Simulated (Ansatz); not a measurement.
input.yaml

```yaml
crystal:
  lattice:
    - [0.0, 2.8053419536, 2.8053419536]
    - [2.8053419536, 0.0, 2.8053419536]
    - [2.8053419536, 2.8053419536, 0.0]
  atoms:
    - { symbol: Ag, position: [0.0, 0.0, 0.0] }
    - { symbol: Cl, position: [0.5, 0.5, 0.5] }
basis:
  ecutwfc: 420
kpoints:
  mp_grid: { grid: [8, 8, 8] }
  band_path:
    path:
      - [[0.0, 0.0, 0.0], [0.5, 0.0, 0.5], [0.625, 0.25, 0.625]]
      - [[0.375, 0.375, 0.75], [0.0, 0.0, 0.0], [0.5, 0.5, 0.5], [0.5, 0.25, 0.75], [0.5, 0.0, 0.5]]
    npoints: 14
hamiltonian:
  xc: pbe
scf:
  occupations: { method: gaussian, width: 0.02 }
  n_extra_bands: 6
output:
  forces: true
  stress: true
  eigenvalues: true
  populations: true
  dos: { projected: true, de: 0.02, nscf_kmesh: { grid: [12, 12, 12] } }
  bader: true
  write_density: true
  write_potential: true
  elf: true
  volumetric_format: npy
```

Launched with
```bash
ansatz run input.yaml --threads 1 --pin off --max-ram 2560MiB --backend cpu --events-out ev --progress --plain --runs-dir out
```

Level of theory: Ansatz, DFT PBE, scalar-relativistic, plane waves, PAW.

From the run's log, abridged:

```
scf.n_extra_bands = 6 over 13 filled bands (N_el = 26.0): the run solves 19 bands
Pseudopotentials: kind: paw
Pseudopotential: Ag, paw, valence charge 19, recommended cutoff 420 eV (normal)
Pseudopotential: Cl, paw, valence charge 7, recommended cutoff 420 eV (normal)
Functional definition: PBE
Crystal: 2 atoms, lattice volume = 44.156 Å³
Basis set: ecut = 420 eV, 869 PW (Γ), exchange–correlation on 54×54×54 points (8 copies of the dense FFT grid, shifted against one another)
Bands: 19, of which v1, the nominal top of the filled ones, is band 13 counted from 1 (12 counted from 0)
Symmetry: 48 space group operations
Space group: Fm-3m (ITA 225), of the structure as read, at distance tolerance 3.5e-5 Å
k-points: 29 of 512
Initial density: superposition of atomic densities (neutral atoms: chi_scale 0, normalization atom), corrected by the library's trained network
Initial wavefunctions: pseudopotential atomic-orbital guess
Functional: x = pbe(κ = 0.804, μ = 0.21951497), c = pbe(β = 0.06672455)
SCF iter   1: F=—  HF=-8670.897775 eV  |F-HF|=—  |Δ(HF+E_count)|=         —  Δρ=4.05e-4  dr2=3.24e-5  ethr=1.77e-3  ⟨swp⟩=5.3  Hψ=2662  notcnv=0
SCF iter   2: F=—  HF=-8670.898549 eV  |F-HF|=—  |Δ(HF+E_count)|=   7.74e-4  Δρ=2.04e-4  dr2=1.05e-5  ethr=1.25e-7  ⟨swp⟩=3.0  Hψ=1401  notcnv=0  defer=24
SCF iter   3: F=—  HF=-8670.898565 eV  |F-HF|=—  |Δ(HF+E_count)|=   1.59e-5  Δρ=8.43e-5  dr2=1.19e-6  ethr=4.03e-8  ⟨swp⟩=2.0  Hψ=765  notcnv=0  defer=24
SCF iter   4: F=—  HF=-8670.898569 eV  |F-HF|=—  |Δ(HF+E_count)|=   4.22e-6  Δρ=3.03e-5  dr2=2.22e-7  ethr=4.59e-9  ⟨swp⟩=2.0  Hψ=765  notcnv=0  defer=24
SCF iter   5: F=-8670.898569 eV  HF=-8670.898569 eV  |F-HF|=5.87e-8  |Δ(HF+E_count)|=   6.32e-7  Δρ=1.36e-5  dr2=7.06e-8  ethr=8.53e-10  ⟨swp⟩=2.0  Hψ=855  notcnv=0  defer=24
SCF iter   6: F=-8670.898569 eV  HF=-8670.898569 eV  |F-HF|=5.77e-10  |Δ(HF+E_count)|=   1.94e-8  Δρ=2.81e-6  dr2=2.67e-9  ethr=2.72e-10  ⟨swp⟩=9.0  Hψ=3287  notcnv=0
SCF 1 converged in 6 iterations: F = -8670.898569 eV  dr2 = 2.67e-9
SCF converged after 6 iterations
Free energy (F): -8670.898569 eV
Harris-Foulkes:  -8670.898569 eV  (|F-HF|=5.77e-10)
Internal energy: -8670.898569 eV  (E = F + TS)
E sigma→0 (E₀):  -8670.898569 eV
Fermi energy:    7.988471 eV
--- Per-component energies (eV) ---
  E_band       = -370.003994
  E_kinetic    = 688.793066
  E_local      = -3263.321784  (includes V_loc(G=0)·N_el)
  E_nonlocal   = 112.667128
  E_hartree    = 1429.795703
  E_xc         = -289.762624
  E_vxc        = -353.858621  (∫ρ·V_xc dr)
  E_paw        = -4564.884984  (= ΣΔE_a)
  E_vpaw       = -413.871921  (= ΣTr[D̂ρ^β])
  E_aug_tail   = 0.000405  (compensation charges beyond the density's cutoff)
  E_ewald      = -2784.185480
  E_smearing   =  0.000000  (= −TS)
--- Forces (eV/Å), atoms counted from 1 ---
  atom   1  Ag     0.00000000     0.00000000     0.00000000
  atom   2  Cl     0.00000000     0.00000000     0.00000000
--- Stress (GPa, compression-positive) ---
        0.019779       0.000000       0.000000
        0.000000       0.019779       0.000000
        0.000000       0.000000       0.019779
  P = ⅓ Tr σ = 0.0198 GPa (0.198 kbar)
--- Band table (eV; the first three rows and the last of 29) ---
  k-point 0: bands = ["-82.0675", "-45.6036", "-45.6036", "-45.6036", "-7.3919", "5.2192", "5.2192", "5.2192", "5.2581", "5.2581", "5.3502", "5.3502", "5.3502", "8.4494", "18.2460", "18.2460", "18.2460", "19.9620", "20.6572"]
  k-point 1: bands = ["-82.0675", "-45.6039", "-45.6036", "-45.6036", "-7.3372", "4.5582", "4.6092", "4.6092", "5.2692", "5.2692", "5.4907", "6.0612", "6.0612", "9.1403", "16.9607", "17.9282", "17.9282", "19.3577", "19.3577"]
  k-point 2: bands = ["-82.0674", "-45.6047", "-45.6038", "-45.6038", "-7.2002", "3.5799", "4.0628", "4.0628", "5.3842", "5.3842", "5.6291", "6.7778", "6.7778", "10.4319", "15.3169", "16.6591", "16.6591", "19.5880", "19.5880"]
  k-point 28: bands = ["-82.0674", "-45.6051", "-45.6051", "-45.6045", "-6.9460", "3.5568", "3.7761", "3.7761", "5.6416", "5.6416", "5.6528", "5.6645", "6.4251", "11.6743", "15.3858", "15.3858", "15.4933", "20.8190", "20.8190"]
--- Löwdin populations: 2 sites ---
  site symbol q [e]
     0     Ag     18.4224
     1     Cl      7.4993
  spilling = 0.003010 (of n_electrons = 26.000000)
--- Bader charges: 2 sites ---
  site symbol charge [e]  shift [e]
     0     Ag      0.5797     0.0000
     1     Cl     -0.5797     0.0000
  estimated error of the sums over rays = 2.0e-4 e
```

The calculation finished and met its thresholds.

The run took 11 s on 1 thread of Arm Neoverse V1, with other jobs on the host, peak memory 0.3 GiB.